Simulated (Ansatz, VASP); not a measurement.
This is a calculation of TePb for VASP 6.6.1.

Contents of INCAR:

```
PREC = Accurate ; ENCUT = 520
EDIFF = 1E-7 ; ISMEAR = -1
SIGMA = 0.05 ; LREAL = F
LASPH = T ; NELM = 80
ALGO = Normal ; ISIF = 2
LWAVE = F ; LCHARG = F
METAGGA = R2SCAN ; LMIXTAU = T
```

File KPOINTS:

```
Automatic mesh
0
Gamma
  7 7 7
```

The input POSCAR:

```
TePb
1.0
    0.0000000000      3.2523979746      3.2523979746
    3.2523979746      0.0000000000      3.2523979746
    3.2523979746      3.2523979746      0.0000000000
Pb Te
1 1
Direct
    0.0000000000      0.0000000000      0.0000000000
    0.5000000000      0.5000000000      0.5000000000
```

Potentials or basis: VASP PAW PBE potentials, release 64 (Pb_d, Te).

The run is started by

```console
$ cat potpaw_PBE.64/Pb_d/POTCAR potpaw_PBE.64/Te/POTCAR > POTCAR
$ mpirun -np 1 vasp_std > vasp.out
```

Translate it to Ansatz 0.2.0. Potentials there: Ansatz PAW.

As run (the cutoff follows the program's own potentials):

input.yaml

```yaml
crystal:
  lattice:
    - [0.0, 3.2523979746, 3.2523979746]
    - [3.2523979746, 0.0, 3.2523979746]
    - [3.2523979746, 3.2523979746, 0.0]
  atoms:
    - { symbol: Pb, position: [0.0, 0.0, 0.0] }
    - { symbol: Te, position: [0.5, 0.5, 0.5] }
hamiltonian:
  xc: r2scan
  pseudopotentials: { kind: paw }
kpoints:
  mp_grid: { grid: [7, 7, 7] }
scf:
  occupations: { method: fermi_dirac, width: 0.05 }
output:
  forces: true
  stress: true
  eigenvalues: true
```

Potentials or basis: Ansatz PAW.

Command:

```console
$ ansatz run input.yaml --threads 2 --pin off --max-ram 5120MiB --backend cpu --events-out ev --progress --plain --runs-dir out
```

Both were run:

|  | VASP | Ansatz | Ansatz less VASP |
| --- | --- | --- | --- |
| gap on the k mesh at the Fermi level (eV) | 1.30 | 1.30 | -0.002 |
| least direct gap on the mesh (eV) | 1.30 | 1.30 | -0.002 |
| pressure (GPa) | 0.6 | 0.6 | -0.01 |

The functional is the same, so the differences come from potentials, cutoffs and numerics. The two sets of potentials don't hold the same shells in valence.

Caveats: the PAW data sets were made with another functional, which shifts forces and pressure a little (VASP); the PAW data sets come from PBE, with cores solved anew for the run's functional, which leaves a small shift of forces and pressure (Ansatz). The runs have no spin-orbit coupling, so splittings on Pb, Te are missing.
